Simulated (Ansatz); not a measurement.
## Sn: stiffness from a series of strains

```yaml
crystal:
  lattice:
    - [-2.91585, 2.91585, 1.59065]
    - [2.91585, -2.91585, 1.59065]
    - [2.91585, 2.91585, -1.59065]
  atoms:
    - { symbol: Sn, position: [0.00000, 0.00000, 0.00000] }
    - { symbol: Sn, position: [0.75000, 0.25000, 0.50000] }
```

Atoms are numbered in the order listed.

The cell is COD entry 1534488, as deposited and not checked against the literature; nothing was relaxed.

No spin–orbit coupling, which matters for the heavy atoms here.

Computed with DFT, PBE, all-electron LAPW, scalar-relativistic in Ansatz 0.2.0.

Settings: a Γ-centred 15×15×15 k mesh, Fermi–Dirac smearing of 0.05 eV, basis error target 0.5 meV/atom, no spin polarisation.

The strain is applied along the Cartesian axes of the cell as listed (the other components stay zero). Fractional coordinates are held (clamped ions).

σ is the change of stress from the unstrained cell, which is at 2.65 GPa; tension is positive, so slopes are stress–strain coefficients at that pressure. In a metal the k mesh adds noise.

Only quantities that a quadratic follows smoothly over the whole series are listed; rougher ones are left out.

```csv
εzz,σzz (GPa),σxx (GPa)
-0.0300,-3.46,-1.21
-0.0200,-2.07,-0.86
-0.0100,-0.94,-0.44
0.0000,0.00,0.00
0.0100,0.85,0.42
0.0300,2.32,1.17
```

(1) Fit the series and read off the stiffness at zero strain.

(2) One run, at εzz = 0.0200, is withheld. Predict its row.

Answers

(1) Least-squares fits y = p0 + p1 x + p2 x² to the rows give σzz (GPa): p1 = 95, p2 = -650; σxx (GPa): p1 = 40.3, p2 = -17. So C33 = 95 GPa and C13 = 40 GPa, for these axes.

(2) The fits give 1.67, 0.79; the run gave 1.64, 0.80.
